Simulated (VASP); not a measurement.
# KF (Fm-3m) in VASP: notebook

The runs below take KF through single point, with PBE.

All numbers are computed with VASP 6.6.1; they aren't measurements. Logs are shortened: lines on timing, memory, paths and dates and some standing lists are left out, and cuts for length are marked.

### 1 Starting point

It takes space group Fm-3m (No. 225, cubic). Conventional cell: a = 5.318 Å, b = 5.318 Å, c = 5.318 Å, α = 90.00°, β = 90.00°, γ = 90.00°. K (site symmetry m-3m) is surrounded by 6 F at 2.66 Å. F (site symmetry m-3m) has 6 K at 2.66 Å as nearest neighbours.

The cell was built by a generator and needn't be a form met in nature.

### 2 Single point, PBE

Input file INCAR:

```
SYSTEM = KF
PREC = Accurate
ENCUT = 520
EDIFF = 1E-6
ISMEAR = -1
SIGMA = 0.02
LREAL = .False.
LASPH = .True.
NELM = 100
ALGO = Normal
ISIF = 2
LWAVE = .False.
LCHARG = .False.
GGA = PE
NBANDS = 15
```

Input file KPOINTS:

```
Automatic mesh
0
Gamma
  8 8 8
  0 0 0
```

Input file POSCAR:

```
KF
1.0
    0.0000000000      2.6589605554      2.6589605554
    2.6589605554      0.0000000000      2.6589605554
    2.6589605554      2.6589605554      0.0000000000
K F
1 1
Direct
    0.0000000000      0.0000000000      0.0000000000
    0.5000000000      0.5000000000      0.5000000000
```

Potentials or basis: VASP PAW PBE potentials, release 64 (K_sv, F).

Launch:

```bash
$ cat potpaw_PBE.64/K_sv/POTCAR potpaw_PBE.64/F/POTCAR > POTCAR
$ mpirun -np 1 vasp_std > vasp.out
```

OUTCAR:

```text
SYSTEM = KF
   PREC = Accurate
   ENCUT = 520
   EDIFF = 1E-6
   ISMEAR = -1
   LREAL = .False.
   LASPH = .True.
   NELM = 100
   ISIF = 2
   GGA = PE

 ion  position               nearest neighbor table
   1  0.000  0.000  0.000-   2 2.66   2 2.66   2 2.66   2 2.66   2 2.66   2 2.66
   2  0.500  0.500  0.500-   1 2.66   1 2.66   1 2.66   1 2.66   1 2.66   1 2.66

  LATTYP: Found a face centered cubic cell.
 ALAT       =     5.3179211108

  Lattice vectors:

 A1 = (   0.0000000000,   2.6589605554,   2.6589605554)
 A2 = (   2.6589605554,   0.0000000000,   2.6589605554)
 A3 = (   2.6589605554,   2.6589605554,   0.0000000000)

Analysis of symmetry for initial positions (statically):
=====================================================================
 Subroutine PRICEL returns:
 Original cell was already a primitive cell.

 Routine SETGRP: Setting up the symmetry group for a
 face centered cubic supercell.

 Subroutine GETGRP returns: Found 48 space group operations
 (whereof 48 operations were pure point group operations)
 out of a pool of 48 trial point group operations.

The static configuration has the point symmetry O_h .

Analysis of symmetry for dynamics (positions and initial velocities):
=====================================================================
 Subroutine PRICEL returns:
 Original cell was already a primitive cell.

 Routine SETGRP: Setting up the symmetry group for a
 face centered cubic supercell.

 Subroutine GETGRP returns: Found 48 space group operations
 (whereof 48 operations were pure point group operations)
 out of a pool of 48 trial point group operations.

The dynamic configuration has the point symmetry O_h .

 Subroutine INISYM returns: Found 48 space group operations
 (whereof 48 operations are pure point group operations),
 and found     1 'primitive' translations

----------------------------------------------------------------------------------------

                                     Primitive cell

  volume of cell :      37.5981

  direct lattice vectors                    reciprocal lattice vectors
     0.000000000  2.658960555  2.658960555    -0.188043406  0.188043406  0.188043406
     2.658960555  0.000000000  2.658960555     0.188043406 -0.188043406  0.188043406
     2.658960555  2.658960555  0.000000000     0.188043406  0.188043406 -0.188043406

  length of vectors
     3.760338079  3.760338079  3.760338079     0.325700734  0.325700734  0.325700734

  position of ions in fractional coordinates (direct lattice)
     0.000000000  0.000000000  0.000000000
     0.500000000  0.500000000  0.500000000

  ion indices of the primitive-cell ions
   primitive index   ion index
                 1           1
                 2           2

----------------------------------------------------------------------------------------

 KPOINTS: Automatic mesh

Automatic generation of k-mesh.
 Grid dimensions read from file:
 generate k-points for:    8    8    8

 Generating k-lattice:

  Cartesian coordinates                     Fractional coordinates (reciprocal lattice)
    -0.023505426  0.023505426  0.023505426     0.125000000  0.000000000  0.000000000
     0.023505426 -0.023505426  0.023505426     0.000000000  0.125000000  0.000000000
     0.023505426  0.023505426 -0.023505426     0.000000000  0.000000000  0.125000000

  Length of vectors
     0.040712592  0.040712592  0.040712592

  Shift w.r.t. Gamma in fractional coordinates (k-lattice)
     0.000000000  0.000000000  0.000000000

 Subroutine IBZKPT returns following result:
 ===========================================

 Found     29 irreducible k-points:

 Following reciprocal coordinates:
            Coordinates               Weight
  0.000000  0.000000  0.000000      1.000000
  0.125000  0.000000  0.000000      8.000000
  0.250000  0.000000  0.000000      8.000000
  0.375000  0.000000  0.000000      8.000000
  0.500000  0.000000  0.000000      4.000000
  0.125000  0.125000  0.000000      6.000000
[... 16 lines left out ...]
  0.500000  0.250000  0.125000     48.000000
 -0.375000  0.250000  0.125000     24.000000
 [... further k-points ...]
   k-points           NKPTS =     29   k-points in BZ     NKDIM =     29   number of bands    NBANDS=     15
   number of dos      NEDOS =    301   number of ions     NIONS =      2
   total plane-waves  NPLWV =  21952
   dimension x,y,z NGX =    28 NGY =   28 NGZ =   28
   dimension x,y,z NGXF=    56 NGYF=   56 NGZF=   56
   ions per type =               1   1
   NGX,Y,Z   is equivalent  to a cutoff of  12.38, 12.38, 12.38 a.u.
   NGXF,Y,Z  is equivalent  to a cutoff of  24.76, 24.76, 24.76 a.u.
 SYSTEM =  KF
   PREC   = accura    normal or accurate (medium, high low for compatibility)
   ISTART =      0    job   : 0-new  1-cont  2-samecut
   ICHARG =      2    charge: 1-file 2-atom 10-const
   ISPIN  =      1    spin polarized calculation?
   LNONCOLLINEAR =      F non collinear calculations
   LSORBIT =      F    spin-orbit coupling
   LASPH  =      T    aspherical Exc in radial PAW
   ENCUT  =  520.0 eV  38.22 Ry    6.18 a.u.   6.99  6.99  6.99*2*pi/ulx,y,z
   NELM   =    100;   NELMIN=  2; NELMDL= -5     # of ELM steps
   EDIFF  = 0.1E-05   stopping-criterion for ELM
   LREAL  =      F    real-space projection
   EDIFFG = 0.1E-04   stopping-criterion for IOM
   NSW    =      0    number of steps for IOM
   IBRION =     -1    ionic relax: 0-MD 1-quasi-New 2-CG
   NFREE  =      0    steps in history (QN), initial steepest desc. (CG)
   ISIF   =      2    stress and relaxation
   ISYM   =      2    0-nonsym 1-usesym 2-fastsym
   POTIM  = 0.5000    time-step for ionic-motion
   TEBEG  =    0.0;   TEEND  =   0.0 temperature during run
   PSTRESS=    0.0 pullay stress
   NELECT =      16.0000    total number of electrons
   NUPDOWN=      -1.0000    fix difference up-down
   EMIN   =  10.00;   EMAX   =-10.00  energy-range for DOS
   EFERMI =   0.00;   METHOD = LEGACY
   ISMEAR =    -1;   SIGMA  =   0.02  broadening in eV -4-tet -1-fermi 0-gaus
   EFERMI_NEDOS =   21; number of points for ismear=-14 and -15
   IALGO  =     38    algorithm
   IMIX   =      4    mixing-type and parameters
     AMIX     =   0.40;   BMIX     =  1.00
     AMIX_MAG =   1.60;   BMIX_MAG =  1.00
  volume/ion in A,a.u.               =      18.80       126.86
  Fermi-wavevector in a.u.,A,eV,Ry     =   1.231382  2.326975 20.630549  1.516303
  Thomas-Fermi vector in A             =   2.366194
   LORBIT       =      0    0 simple, 1 ext, 2 COOP (PROOUT), +10 PAW based schemes
   GGA     = PE    functional components
   LHFCALC =     F    Hartree Fock is set to
   AEXX    =    0.0000 exact exchange contribution
   IVDW    =     0    specifies the selected vdW correction
   LEPSILON=     F    determine dielectric tensor
   LRPA    =     F    only Hartree local field effects (RPA)
 non-spin polarized calculation
  energy-cutoff  :      520.00
  volume of cell :       37.60
 maximum number of plane-waves:      1036
   NGX = 13   NGY = 13   NGZ = 13

 number of electron      16.0000010 magnetization

 Free energy of the ion-electron system (eV)
  ---------------------------------------------------
  ext. energy  EPLUGINS =         0.00000000
  ---------------------------------------------------
  free energy    TOTEN  =        -8.28359285 eV

  energy without entropy =       -8.28359285  energy(sigma->0) =       -8.28359285

 E-fermi :  -2.3218     XC(G=0):  -8.4698

 val. band max:       -2.7652266523   @ k =   0.0000   0.0000   0.0000
 cond. band min:       3.4770618221   @ k =   0.0000   0.0000   0.0000
 fundamental gap:      6.2422884744
 Fermi energy:        -2.3218011331

 k-point     1 :       0.0000    0.0000    0.0000
  band No.  band energies     occupation
      1     -28.8629      2.00000
      2     -21.4291      2.00000
      3     -12.1025      2.00000
      4     -12.1025      2.00000
      5     -12.1025      2.00000
      6      -2.7652      2.00000
      7      -2.7652      2.00000
      8      -2.7652      2.00000
      9       3.4771      0.00000
     10       7.9543      0.00000
     11       7.9543      0.00000
     12       7.9543      0.00000
     13       9.6455      0.00000
     14       9.6455      0.00000
     15      14.2708      0.00000

 k-point     2 :       0.1250    0.0000    0.0000
  band No.  band energies     occupation
      1     -28.8482      2.00000
      2     -21.4432      2.00000
      3     -12.1446      2.00000
      4     -12.1081      2.00000
      5     -12.1081      2.00000
      6      -2.9082      2.00000
      7      -2.8198      2.00000
      8      -2.8198      2.00000
      9       3.9155      0.00000
     10       7.7065      0.00000
     11       8.1673      0.00000
     12       8.1673      0.00000
     13       9.7938      0.00000
     14       9.7938      0.00000
     15      15.0295      0.00000

 k-point     3 :       0.2500    0.0000    0.0000
  band No.  band energies     occupation
      1     -28.8125      2.00000
      2     -21.4767      2.00000
      3     -12.2451      2.00000
      4     -12.1214      2.00000
      5     -12.1214      2.00000
      6      -3.2113      2.00000
      7      -2.9485      2.00000
      8      -2.9485      2.00000
      9       5.0049      0.00000
     10       7.3709      0.00000
     11       8.6949      0.00000
     12       8.6949      0.00000
     13      10.2520      0.00000
     14      10.2520      0.00000
     15      16.0401      0.00000
[... 343 lines left out ...]
 k-point    23 :       0.5000    0.2500    0.1250
  band No.  band energies     occupation
      1     -28.7604      2.00000
      2     -21.4949      2.00000
      3     -12.3890      2.00000
      4     -12.3109      2.00000
      5     -12.1695      2.00000
      6      -3.3382      2.00000
      7      -3.0720      2.00000
      8      -2.9256      2.00000
      9       6.5225      0.00000
     10       6.9489      0.00000
     11       9.0555      0.00000
     12       9.8747      0.00000
     13      10.8283      0.00000
     14      11.8036      0.00000
     15      13.6211      0.00000

 k-point    24 :      -0.3750    0.2500    0.1250
  band No.  band energies     occupation
      1     -28.7489      2.00000
      2     -21.5004      2.00000
      3     -12.4350      2.00000
      4     -12.3283      2.00000
      5     -12.1774      2.00000
      6      -3.3448      2.00000
      7      -3.0505      2.00000
      8      -3.0244      2.00000
      9       6.6915      0.00000
     10       7.3983      0.00000
     11       8.9938      0.00000
     12      10.0306      0.00000
     13      11.3038      0.00000
     14      12.3775      0.00000
     15      12.6571      0.00000

 [... further k-points ...]

------------------------ aborting loop because EDIFF is reached ----------------------------------------

  FORCE on cell =-STRESS in cart. coord.  units (eV):
  Direction    XX          YY          ZZ          XY          YZ          ZX
  --------------------------------------------------------------------------------------
  -------------------------------------------------------------------------------------
  Total        0.4612098      0.4612098      0.4612098      0.0000000      0.0000000      0.0000000
  in kB       19.6536614     19.6536614     19.6536614      0.0000000      0.0000000      0.0000000
  external PRESSURE =      19.6536614 kB  Pullay stress =       0.0000000 kB

 VOLUME and BASIS-vectors are now :
 -----------------------------------------------------------------------------
  energy-cutoff  :      520.00
  volume of cell :       37.60
      direct lattice vectors                 reciprocal lattice vectors
     0.000000000  2.658960555  2.658960555    -0.188043406  0.188043406  0.188043406
     2.658960555  0.000000000  2.658960555     0.188043406 -0.188043406  0.188043406
     2.658960555  2.658960555  0.000000000     0.188043406  0.188043406 -0.188043406

 POSITION                                       TOTAL-FORCE (eV/Angst)
 -----------------------------------------------------------------------------------
      0.00000      0.00000      0.00000        -0.000000     -0.000000      0.000000
      2.65896      2.65896      2.65896         0.000000      0.000000     -0.000000
 -----------------------------------------------------------------------------------
    total drift:                                0.000000      0.000000      0.000000

  FREE ENERGIE OF THE ION-ELECTRON SYSTEM (eV)
  ---------------------------------------------------
  free  energy   TOTEN  =        -8.2835928469 eV

  energy  without entropy=       -8.2835928469  energy(sigma->0) =       -8.28359285
```

Wall time 16 s (1 thread of AMD EPYC 7R13 (Zen 3), shared host); peak memory 0.13 GiB.

What came out:

```
Free energy            : -8.2836 eV
Pressure               : 2.0 GPa
Band gap on the k mesh : 6.24 eV, direct
```

A k mesh can miss the band edges. As with any semilocal functional, this PBE gap is likely too small.

### 3 Single point, PBE (uniaxial_x strain +0.5%)

Input file INCAR:

```
SYSTEM = KF
PREC     = Accurate       ! precision mode
ENCUT    = 520            ! plane-wave cutoff, eV
EDIFF    = 1E-6           ! SCF threshold, eV
ISMEAR   = -1             ! smearing method
SIGMA    = 0.02           ! smearing width, eV
LREAL    = .FALSE.        ! projectors in reciprocal space
LASPH    = .TRUE.         ! aspherical terms in the spheres
NELM     = 60             ! most SCF steps
ALGO     = Fast           ! electronic algorithm
ISIF     = 2              ! what is computed and relaxed
LWAVE    = .FALSE.        ! write WAVECAR
LCHARG   = .FALSE.        ! write CHGCAR
GGA      = PE             ! functional
NBANDS   = 15             ! bands
```

Input file KPOINTS:

```
Automatic mesh
0
G
  8 8 8
  0 0 0
```

Input file POSCAR:

```
KF
1.0
    0.0000000000      2.6589605554      2.6589605554
    2.6722553582      0.0000000000      2.6589605554
    2.6722553582      2.6589605554      0.0000000000
K F
1 1
Direct
    0.0000000000      0.0000000000      0.0000000000
    0.5000000000      0.5000000000      0.5000000000
```

Potentials or basis: VASP PAW PBE potentials, release 64 (K_sv, F).

Launch:

```bash
$ cat potpaw_PBE.64/K_sv/POTCAR potpaw_PBE.64/F/POTCAR > POTCAR
$ mpirun -np 1 vasp_std > vasp.out
```

OUTCAR:

```text
SYSTEM = KF
   PREC = Accurate
   ENCUT = 520
   EDIFF = 1E-6
   ISMEAR = -1
   LREAL = .FALSE.
   LASPH = .TRUE.
   NELM = 60
   ISIF = 2
   GGA = PE

 ion  position               nearest neighbor table
   1  0.000  0.000  0.000-   2 2.66   2 2.66   2 2.66   2 2.66   2 2.67   2 2.67
   2  0.500  0.500  0.500-   1 2.66   1 2.66   1 2.66   1 2.66   1 2.67   1 2.67

  LATTYP: Found a body centered tetragonal cell.
 ALAT       =     3.7603380793
 C/A-ratio  =     1.4212846302

[... 621 lines left out ...]

------------------------ aborting loop because EDIFF is reached ----------------------------------------

  FORCE on cell =-STRESS in cart. coord.  units (eV):
  Direction    XX          YY          ZZ          XY          YZ          ZX
  --------------------------------------------------------------------------------------
  -------------------------------------------------------------------------------------
  Total        0.3704455      0.4432940      0.4432940      0.0000000      0.0000000      0.0000000
  in kB       15.7073602     18.7962293     18.7962293      0.0000000      0.0000000      0.0000000
  external PRESSURE =      17.7666063 kB  Pullay stress =       0.0000000 kB

 VOLUME and BASIS-vectors are now :
 -----------------------------------------------------------------------------
  energy-cutoff  :      520.00
  volume of cell :       37.79
      direct lattice vectors                 reciprocal lattice vectors
     0.000000000  2.658960555  2.658960555    -0.187107867  0.188043406  0.188043406
     2.672255358  0.000000000  2.658960555     0.187107867 -0.188043406  0.188043406
     2.672255358  2.658960555  0.000000000     0.187107867  0.188043406 -0.188043406

 POSITION                                       TOTAL-FORCE (eV/Angst)
 -----------------------------------------------------------------------------------
      0.00000      0.00000      0.00000        -0.000000      0.000000     -0.000000
      2.67226      2.65896      2.65896         0.000000      0.000000      0.000000
 -----------------------------------------------------------------------------------
    total drift:                                0.000000      0.000000      0.000000

  FREE ENERGIE OF THE ION-ELECTRON SYSTEM (eV)
  ---------------------------------------------------
  free  energy   TOTEN  =        -8.2859176948 eV

  energy  without entropy=       -8.2859176948  energy(sigma->0) =       -8.28591769
```

stdout:

```text
POSCAR found type information on POSCAR K F
 POSCAR found :  2 types and       2 ions
 scaLAPACK will be used
 LDA part: xc-table for (Slater+PW92), standard interpolation
 POSCAR, INCAR and KPOINTS ok, starting setup
 FFT: planning ... GRIDC
 FFT: planning ... GRID_SOFT
 FFT: planning ... GRID
 WAVECAR not read
 entering main loop
```

It took 35 s on 1 thread of AMD EPYC 7R13 (Zen 3), shared host; peak memory 0.14 GiB.

Results:

| Property | Result |
| --- | --- |
| Free energy | -8.2859 eV |
| Pressure | 1.8 GPa |
| Band gap on the k mesh | 6.21 eV, direct |

Stress tensor (GPa, compression positive):
```
1.57 0.00 0.00
0.00 1.88 0.00
0.00 0.00 1.88
```

Levels at points of the mesh, in eV from the valence-band top:
```csv
k point,band 5,band 6,band 7,band 8,band 9,band 10,band 11,band 12
"(0.00, 0.00, 0.00)",-9.36,-0.01,0.00,0.00,6.21,10.68,10.71,10.71
"(0.50, 0.00, 0.00)",-9.39,-0.81,-0.36,-0.36,9.11,10.67,12.10,12.13
"(0.50, 0.50, 0.00)",-9.57,-0.21,-0.06,-0.05,8.20,10.36,11.90,13.66
"(0.00, 0.50, 0.50)",-9.57,-0.22,-0.05,-0.05,8.22,10.35,11.85,13.66
```

### 4 Single point, PBE (epitaxial_111 strain -2.0%)

Input file INCAR:

```
  PREC = Accurate
  ENCUT = 520
  EDIFF = 1E-6
  ISMEAR = -1
  SIGMA = 0.02
  LREAL = F
  LASPH = T
  NELM = 100
  ALGO = Normal
  ISIF = 2
  LWAVE = F
  LCHARG = F
  GGA = PE
  NBANDS = 15
```

Input file KPOINTS:

```
regular mesh
0
Gamma
  8 8 8
```

Input file POSCAR:

```
KF
1.0
    0.0718561426      2.6776374869      2.6776374869
    2.6776374869      0.0718561426      2.6776374869
    2.6776374869      2.6776374869      0.0718561426
K F
1 1
Direct
    0.0000000000      0.0000000000      0.0000000000
    0.5000000000      0.5000000000      0.5000000000
```

Launch:

```bash
$ cat potpaw_PBE.64/K_sv/POTCAR potpaw_PBE.64/F/POTCAR > POTCAR
$ mpirun -np 1 vasp_std > vasp.out
```

Run time: 33 s. Hardware: 1 thread of AMD EPYC 7R13 (Zen 3), shared host; peak memory 0.14 GiB.

It converged, with:

| Item | Value |
| --- | --- |
| Free energy | -8.2683 eV |
| Pressure | 2.7 GPa |
| Band gap on the k mesh | 6.33 eV, direct |

Stress tensor (GPa, compression positive):
```
 2.75 -0.37 -0.37
-0.37  2.75 -0.37
-0.37 -0.37  2.75
```

Levels at points of the mesh, in eV from the valence-band top:
```
           k point  band 5  band 6  band 7  band 8  band 9  band 10  band 11  band 12
(0.00, 0.00, 0.00)   -9.29   -0.04    0.00    0.00    6.33    10.49    10.88    10.88
(0.50, 0.00, 0.00)   -9.33   -0.85   -0.44   -0.37    9.22    10.89    12.05    12.42
(0.50, 0.50, 0.00)   -9.51   -0.21   -0.08   -0.05    8.21    10.47    12.08    13.75
(0.50, 0.50, 0.50)   -9.31   -0.85   -0.34   -0.34    9.09    10.73    12.16    12.16
```

### 5 Overview

| cell | gap on the mesh (eV) | pressure (GPa) |
| --- | --- | --- |
| as given | 6.24 | 2.0 |
| uniaxial_x strain +0.5% | 6.21 | 1.8 |
| epitaxial_111 strain -2.0% | 6.33 | 2.7 |

Alike in all rows: task single point; level PBE; potentials or basis VASP PAW PBE potentials, release 64 (K_sv, F); no spin polarisation; k mesh 8 × 8 × 8; cutoff (eV) 520; smearing fermi-dirac 0.02 eV.

Absolute energies hang on the potentials; compare differences alone.
